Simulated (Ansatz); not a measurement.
## Al-27 NMR of the central transition in AlN

Cell: an entry of the Crystallography Open Database (COD), whose atoms a relaxation with PBE at fixed cell left in place.

```cif
data_structure
_symmetry_space_group_name_H-M 'P 1'
_symmetry_Int_Tables_number 1
_cell_length_a 3.1100
_cell_length_b 3.1100
_cell_length_c 4.9800
_cell_angle_alpha 90.000
_cell_angle_beta 90.000
_cell_angle_gamma 120.000
_cell_volume 41.71
loop_
_atom_site_label
_atom_site_type_symbol
_atom_site_fract_x
_atom_site_fract_y
_atom_site_fract_z
_atom_site_occupancy
Al1 Al 0.66667 0.33333 0.00000 1
Al2 Al 0.33333 0.66667 0.50000 1
N3 N 0.66667 0.33333 0.38200 1
N4 N 0.33333 0.66667 0.88200 1
```

Atom numbers follow the list; atoms alike are taken as one site, whose name carries the number of the first.

Method: Kohn–Sham DFT in Ansatz, PBE, plane waves and PAW, scalar-relativistic, 420 eV cutoff, Γ-centred 11×11×6 k-points, Fermi–Dirac smearing 0.02 eV.

Al-27 has I = 5/2 and Q = 146.6 mb (Pyykkö 2018); at 11.7 T its Larmor frequency is ν₀ = 129.9 MHz. Only the quadrupole interaction is simulated: positions count from each site's isotropic chemical shift, and J coupling is left out, as are shift anisotropy and dipolar coupling, which fast spinning averages.

(1) What does the Al-27 spectrum (fast magic-angle spinning) show for each site?

## Answers

(1) 

```json
{"site": "Al", "first shell": "4 N at 1.89–1.90 Å; also 1 N at 3.08 Å", "C_Q (MHz)": "1.79", "η": "0.00", "P_Q (MHz)": "1.79", "δ_QIS (ppm)": "-1.14", "breadth (kHz)": "0.318"}
```

δ_QIS = −(ν_Q²/30ν₀²)[I(I+1) − 3/4](1 + η²/3) × 10⁶ ppm with ν_Q = 3|C_Q|/[2I(2I−1)]; it falls as 1/B₀² in ppm, and the breadth as 1/B₀ in kHz.

An axis of threefold or higher order runs through Al, so V_zz lies along it and η is zero.
